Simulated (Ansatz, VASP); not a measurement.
**CsPbCl3 in VASP and in Ansatz**

The input INCAR:

```
ALGO = Normal ; EDIFF = 1E-6
EDIFFG = -0.005 ; ENCUT = 600
GGA = PS ; IBRION = 2
ISIF = 3 ; ISMEAR = 0
LASPH = T ; LCHARG = F
LREAL = F ; LWAVE = F
NELM = 100 ; NSW = 100
PREC = Accurate ; SIGMA = 0.02
```

Contents of KPOINTS:

```
k-points
0
Gamma
  6 6 6
```

The input POSCAR:

```
CsPbCl3
1.0
    5.6050000000      0.0000000000      0.0000000000
    0.0000000000      5.6050000000      0.0000000000
    0.0000000000      0.0000000000      5.6050000000
Cs Pb Cl
1 1 3
Direct
    0.0000000000      0.0000000000      0.0000000000
    0.5000000000      0.5000000000      0.5000000000
    0.5000000000      0.5000000000      0.0000000000
    0.0000000000      0.5000000000      0.5000000000
    0.5000000000      0.0000000000      0.5000000000
```

Input for Ansatz:

```yaml
crystal:
  lattice:
    - [5.605, 0.0, 0.0]
    - [0.0, 5.605, 0.0]
    - [0.0, 0.0, 5.605]
  atoms:
    - { symbol: Cs, position: [0.0, 0.0, 0.0] }
    - { symbol: Pb, position: [0.5, 0.5, 0.5] }
    - { symbol: Cl, position: [0.5, 0.5, 0.0] }
    - { symbol: Cl, position: [0.0, 0.5, 0.5] }
    - { symbol: Cl, position: [0.5, 0.0, 0.5] }
basis:
  ecutwfc: 420
kpoints:
  mp_grid: { grid: [6, 6, 6] }
hamiltonian:
  xc: pbesol
scf:
  occupations: { method: gaussian, width: 0.02 }
output:
  forces: true
  stress: true
  eigenvalues: true
  write_density: true
  write_potential: true
  elf: true
  volumetric_format: npy
relax:
  adjacent_minimum: "off"
  f_tol: 0.005
  max_steps: 80
  cell: { stress_tol: 0.05 }
```

Alike in both runs: task relaxation of cell and atoms; functional PBEsol; k mesh 6 × 6 × 6; occupations gaussian, width 0.02 eV; no spin polarisation.

```csv
,VASP,Ansatz
version,VASP 6.6.1,Ansatz 0.2.0
potentials or method,"VASP PAW PBE potentials, release 64 (Cs_sv, Pb_d, Cl)","scalar-relativistic, plane waves, PAW"
plane-wave cutoff (eV),600,420
valence electrons in the cell,44,44
```

VASP gave:

```
gap on the k mesh at the Fermi level, each at its own relaxed structure (eV) : 1.84
relaxed volume (Å³/atom)                                                     : 35.47
relaxed cell length with the largest relative difference (Å)                 : 5.618
```

Problem. What did Ansatz give for the same quantities?

Solution. gap on the k mesh at the Fermi level, each at its own relaxed structure (eV): 1.83; relaxed volume (Å³/atom): 35.48; relaxed cell length with the largest relative difference (Å): 5.619.

Caveats: the PAW data sets were made with another functional, which shifts forces and pressure a little (VASP); spin-orbit coupling is left out, which as a rule narrows the gap of such compounds by several tenths of an eV. A k mesh can miss the band edges. Zero-point motion and thermal expansion aren't in these numbers.
